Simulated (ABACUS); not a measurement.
# Bi (R-3m) in ABACUS: notebook

One crystal, Bi, is run at these levels: PBE; tasks: equation of state.

All numbers are computed with ABACUS 3.10.1; they aren't measurements. Logs are shortened: lines on timing, memory, paths and dates and some standing lists are left out, and cuts for length are marked.

**1. The crystal as given**

Symmetry: R-3m, No. 166, trigonal system. The conventional cell has a = 4.535 Å, b = 4.535 Å, c = 11.814 Å, α = 90.00°, β = 90.00°, γ = 120.00°. Bi (site symmetry 3m) has 6 Bi at 3.06 to 3.52 Å as nearest neighbours.

**2. Equation of state, PBE, 32.97 Å³/atom (volume scaled by 0.94)**

Contents of INPUT:

```
INPUT_PARAMETERS
suffix              Bi
calculation         scf
basis_type          lcao
pseudo_dir          ./
orbital_dir         ./
symmetry            1
dft_functional      pbe
ecutwfc             100
pseudo_rcut         10
nspin               1
nbands              18
ks_solver           genelpa
smearing_method     fd
smearing_sigma      0.00367493
scf_thr             1e-07
scf_nmax            100
mixing_type         broyden
mixing_beta         0.7
cal_force           1
cal_stress          1
out_mul             1
```

Contents of STRU:

```
ATOMIC_SPECIES
Bi 208.9804 Bi.upf

NUMERICAL_ORBITAL
Bi_confined-atom_8au_1s1p1d.orb

LATTICE_CONSTANT
1.8897261246

LATTICE_VECTORS
2.2212115015 1.2824170583 3.8576100961
-2.2212115015 1.2824170583 3.8576100961
0.0000000000 -2.5648341167 3.8576100961

ATOMIC_POSITIONS
Direct

Bi
0.0
2
0.7660000000 0.7660000000 0.7660000000 1 1 1
0.2340000000 0.2340000000 0.2340000000 1 1 1
```

Contents of KPT:

```
K_POINTS
0
Gamma
7 7 7 0 0 0
```

Potentials or basis: PseudoDojo NC SR 0.4.1 PBE standard, SZ LCAO (the cutoffs set its grid).

Command:

```
$ OMP_NUM_THREADS=1 mpirun -np 4 abacus > log
```

running log:

```text
ABACUS v3.10.1

               Atomic-orbital Based Ab-initio Computation at UStc

 ------------------------------------------------------------------------------------

 READING GENERAL INFORMATION
                           global_out_dir = OUT.Bi/
                           global_in_card = INPUT
                               pseudo_dir = ./
                              orbital_dir = ./
                                    DSIZE = 4
                                    GSIZE = 1

 READING UNITCELL INFORMATION
                                    ntype = 1
                  lattice constant (Bohr) = 1.88973
              lattice constant (Angstrom) = 1

 READING ATOM TYPE 1
                               atom label = Bi
                      L=0, number of zeta = 1
                      L=1, number of zeta = 1
                      L=2, number of zeta = 1
             number of atom for this type = 2

                        TOTAL ATOM NUMBER = 2
DIRECT COORDINATES
    atom                   x                   y                   z     mag                  vx                  vy                  vz
taud_Bi1            0.7660000000        0.7660000000        0.7660000000  0.0000        0.0000000000        0.0000000000        0.0000000000
taud_Bi2            0.2340000000        0.2340000000        0.2340000000  0.0000        0.0000000000        0.0000000000        0.0000000000

                          Volume (Bohr^3) = 444.924
                             Volume (A^3) = 65.9308

 Lattice vectors: (Cartesian coordinate: in unit of a_0)
             +2.22121            +1.28242            +3.85761
             -2.22121            +1.28242            +3.85761
                   +0            -2.56483            +3.85761
 Reciprocal vectors: (Cartesian coordinate: in unit of 2 pi/a_0)
            +0.225102           +0.129963          +0.0864093
            -0.225102           +0.129963          +0.0864093
                   +0           -0.259926          +0.0864093
 The esolver type has been set to : ksdft_lcao

                PAO radial cut off (Bohr) = 10

 Read in pseudopotential file is Bi.upf
                     pseudopotential type = NC
          exchange-correlation functional = PBE
                 nonlocal core correction = 1
                        valence electrons = 15
                                     lmax = 2
                           number of zeta = 3
                     number of projectors = 6
                           L of projector = 0
                           L of projector = 0
                           L of projector = 1
                           L of projector = 1
                           L of projector = 2
                           L of projector = 2
     initial pseudo atomic orbital number = 18

 SETUP THE ELECTRONS NUMBER
            electron number of element Bi = 15
      total electron number of element Bi = 30
            AUTOSET number of electrons:  = 30
                           occupied bands = 15
                                   NLOCAL = 18
                                   NBANDS = 18
                                   NBANDS = 18
                                   NLOCAL = 18

%%%%%%%%%%%%%%%%%%%%%%%%%%%%%%%%%%%%%%%%%%%%%%%%%%%%%%%%%%%%%%%%%%%%%%%%%%%%%%%%%%%%%%%%%%%%%%%%%%%%%%%%%%
 Warning: the number of valence electrons in pseudopotential > 5 for Bi: [Xe] 4f14 5d10 6s2 6p3
 Pseudopotentials with additional electrons can yield (more) accurate outcomes, but may be less efficient.
 If you're confident that your chosen pseudopotential is appropriate, you can safely ignore this warning.
%%%%%%%%%%%%%%%%%%%%%%%%%%%%%%%%%%%%%%%%%%%%%%%%%%%%%%%%%%%%%%%%%%%%%%%%%%%%%%%%%%%%%%%%%%%%%%%%%%%%%%%%%%

 SETUP THE PLANE WAVE BASIS
 energy cutoff for charge/potential (unit:Ry) = 400
            fft grid for charge/potential = [ 60, 60, 60 ]
                        fft grid division = [ 3, 3, 3 ]
        big fft grid for charge/potential = [ 20, 20, 20 ]
                                     nbxx = 2000
                                     nrxx = 54000

 SETUP PLANE WAVES FOR CHARGE/POTENTIAL
                    number of plane waves = 60155
                         number of sticks = 2043

 PARALLEL PW FOR CHARGE/POTENTIAL
     PROC   COLUMNS(POT)             PW
        1            511          15040
        2            511          15039
        3            510          15037
        4            511          15039
 --------------- sum -------------------
        4           2043          60155
                            number of |g| = 3978
                                  max |g| = 36.1711
                                  min |g| = 0.075028

----------- Double Check Mixing Parameters Begin ------------
mixing_type: broyden
mixing_beta: 0.7
mixing_gg0: 1
mixing_gg0_min: 0.1
mixing_ndim: 8
----------- Double Check Mixing Parameters End ------------

 LATTICE VECTORS: (CARTESIAN COORDINATE: IN UNIT OF A0)
[... 76 lines left out ...]

           k-point number in this process = 44
       minimum distributed K point number = 44
[... stars of the k points ...]

[... K-POINTS CARTESIAN COORDINATES: 44 rows ...]

[... K-POINTS DIRECT COORDINATES: 44 rows ...]

 SETUP PLANE WAVES FOR WAVE FUNCTIONS
     energy cutoff for wavefunc (unit:Ry) = 100
              fft grid for wave functions = [ 60, 60, 60 ]
                    number of plane waves = 9307
                         number of sticks = 589

 PARALLEL PW FOR WAVE FUNCTIONS
     PROC   COLUMNS(POT)             PW
        1            148           2327
        2            147           2326
        3            147           2327
        4            147           2327
 --------------- sum -------------------
        4            589           9307

 SET NONLOCAL PSEUDOPOTENTIAL PROJECTORS
 max number of nonlocal projetors among all species is 6

 -------------------------------------------
 SELF-CONSISTENT
 -------------------------------------------

 SETUP SEARCHING RADIUS FOR PROGRAM TO SEARCH ADJACENT ATOMS
                  longest orb rcut (Bohr) = 8
   longest nonlocal projector rcut (Bohr) = 2.54
                     search radius (Bohr) = 21.1
              searching radius is (Bohr)) = 21.1
         searching radius unit is (Bohr)) = 1.89
                         PeriodicBoundary = 1
                        Radius(unit:lat0) = 11.2
                                   glayer = [ 5, 5, 5 ]
                             glayer_minus = [ 4, 4, 4 ]

Find the coordinate range of the input atom(unit:lat0).
                                  min_tau = [ -17.8, -20.5, -43.6 ]
                                  max_tau = [ 17.8, 20.5, 55.2 ]
                                BoxNumber = [ 9, 9, 9 ]

 SETUP EXTENDED REAL SPACE GRID FOR GRID INTEGRATION
                          real space grid = [ 60, 60, 60 ]
                 big cell numbers in grid = [ 20, 20, 20 ]
             meshcell numbers in big cell = [ 3, 3, 3 ]
                        extended fft grid = [ 24, 24, 24 ]
                dimension of extened grid = [ 69, 69, 69 ]
                            UnitCellTotal = 125
              Atom number in sub-FFT-grid = 2
    Local orbitals number in sub-FFT-grid = 18
                                ParaV.nnr = 4255
                                 init_chg = atomic

 LCAO ALGORITHM --------------- ION=   1  ELEC=   1--------------------------------

 Density error is 0.0137227192642
----------------------------------------------------------
     Energy           Rydberg                 eV
----------------------------------------------------------
 E_KohnSham     -328.1337240433      -4464.4883529491
 E_Harris       -327.9359111451      -4461.7969703956
 E_Fermi        0.8179198011         11.1283698013
----------------------------------------------------------
[... 56 lines left out ...]
 LCAO ALGORITHM --------------- ION=   1  ELEC=   7--------------------------------

 Density error is 3.2286020116e-08
----------------------------------------------------------
     Energy           Rydberg                 eV
----------------------------------------------------------
 E_KohnSham     -328.1339864640      -4464.4919233656
 E_KS(sigma->0) -328.1339746052      -4464.4917620184
 E_Harris       -328.1339869037      -4464.4919293483
 E_band         -13.2696887107       -180.5433771516
 E_one_elec     -100.4710548578      -1366.9788301368
 E_Hartree      68.7385733037        935.2362693205
 E_xc           -86.8019779703       -1181.0014980669
 E_Ewald        -209.5995032220      -2851.7475417881
 E_entropy(-TS) -0.0000237176        -0.0003226943
 E_descf        0.0000000000         0.0000000000
 E_exx          0.0000000000         0.0000000000
 E_Fermi        0.8216774026         11.1794945930
----------------------------------------------------------

 charge density convergence is achieved
 final etot is -4464.4919234 eV
 EFERMI = 11.179494593 eV

 STATE ENERGY(eV) AND OCCUPATIONS    NSPIN == 1
 1/44 kpoint (Cartesian) = 0.0000 0.0000 0.0000 (1874 pws)
       1       -11.9655     0.00583090
       2       -11.9655     0.00583090
       3       -11.7721     0.00583090
       4       -11.7721     0.00583090
       5       -11.7375     0.00583090
       6       -11.5239     0.00583090
[... 10 lines left out ...]
      17        14.3948    6.88134e-31
      18        14.3948    6.88134e-31
[... 83 lines left out ...]
       2       -11.8659      0.0699708
       3       -11.7570      0.0699708
       4       -11.7279      0.0699708
       5       -11.6927      0.0699708
       6       -11.5800      0.0699708
[... 10 lines left out ...]
      17        14.3460    2.19281e-29
      18        14.4564    2.40914e-30

[... levels at 38 further k points ...]

 correction force for each atom along direction 1 is 1.79264e-14
 correction force for each atom along direction 2 is 6.78381e-14
 correction force for each atom along direction 3 is 2.03622e-14
------------------------------------------------------------------------------------------
 TOTAL-FORCE (eV/Angstrom)
------------------------------------------------------------------------------------------
                       Bi1         0.0000000000         0.0000000000        -1.1188072213
                       Bi2         0.0000000000         0.0000000000         1.1188072213
------------------------------------------------------------------------------------------

----------------------------------------------------------------
 TOTAL-STRESS (KBAR)
----------------------------------------------------------------
       107.0881449256         0.0000000000         0.0000000000
        -0.0000000000       107.0881449231         0.0000000009
         0.0000000000         0.0000000009        93.6240176793
----------------------------------------------------------------
 TOTAL-PRESSURE: 102.600103 KBAR

 --------------------------------------------
 !FINAL_ETOT_IS -4464.4919233655609787 eV
 --------------------------------------------
```

Wall time 3.1 s (4 MPI ranks of Intel Xeon at 2.60GHz (Ice Lake), shared host); peak memory 0.36 GiB.

The run converged, but some of its settings lie outside the range that counts as converged, so its numbers aren't taken as properties of the crystal.

Results:

```yaml
Free_energy: -4464.4919 eV
Pressure: 10.3 GPa
Largest_force: 1.119 eV/Å
Band_gap_on_the_k_mesh: 0.43 eV, indirect (least direct gap 0.67 eV)
```

Caveat: the atomic orbitals were generated for these runs and aren't a published set; spin-orbit coupling is left out, which as a rule narrows the gap of such compounds by several tenths of an eV; an odd mesh through Γ misses points on the zone boundary, where band edges often lie; the basis of atomic orbitals isn't converged, which shifts pressures, moduli and gaps; forces of over 1 eV/Å show positions far from the minimum, so gaps and moduli don't describe the material at rest.

(Continued in part 2 of 2.)
